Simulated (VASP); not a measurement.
Wanted: the native input for a VASP 6.6.1 run.

```yaml
Task: single point
Functional: PBE
Potentials_or_basis: VASP PAW PBE potentials, release 64 (Sr_sv)
Cutoff: 520 eV
k_mesh: 12 × 12 × 6
Occupations: gaussian, width 0.1 eV
Spin: no spin polarisation
Dipole_correction: no
Further_INCAR_settings: ALGO = Fast; EDIFF = 1e-07; NBANDS = 17
```

The structure of Sr lies in POSCAR:

```
Sr
1.0
    4.2677565828      0.0000000000      0.0000000000
   -2.1338782914      3.6959856179      0.0000000000
    0.0000000000      0.0000000000      7.0133159835
Sr
2
Direct
    0.3333333333      0.6666666667      0.2500000000
    0.6666666667      0.3333333333      0.7500000000
```

This isn't the form of Sr at room conditions, which is fcc.

The input as run:

INCAR

```
SYSTEM = Sr
PREC = Accurate
ENCUT = 520
EDIFF = 1E-7
ISMEAR = 0
SIGMA = 0.1
LREAL = .False.
LASPH = .True.
NELM = 100
ALGO = Fast
ISIF = 2
LWAVE = .False.
LCHARG = .False.
GGA = PE
NBANDS = 17
```

KPOINTS

```
Automatic mesh
0
Gamma
  12 12 6
  0 0 0
```

Potentials or basis: VASP PAW PBE potentials, release 64 (Sr_sv).

Run with:

```bash
$ cat potpaw_PBE.64/Sr_sv/POTCAR > POTCAR
$ mpirun -np 1 vasp_std > vasp.out
```

Results of the run:

| Property | Result |
| --- | --- |
| Pressure | 0.0 GPa |
| Band gap on the k mesh | none (metal or under the smearing width) |

Wall time 2.2 min on 1 thread of Intel(R) Xeon(R) Platinum 8488C (Sapphire Rapids), with other jobs on the host, peak memory 0.29 GiB.
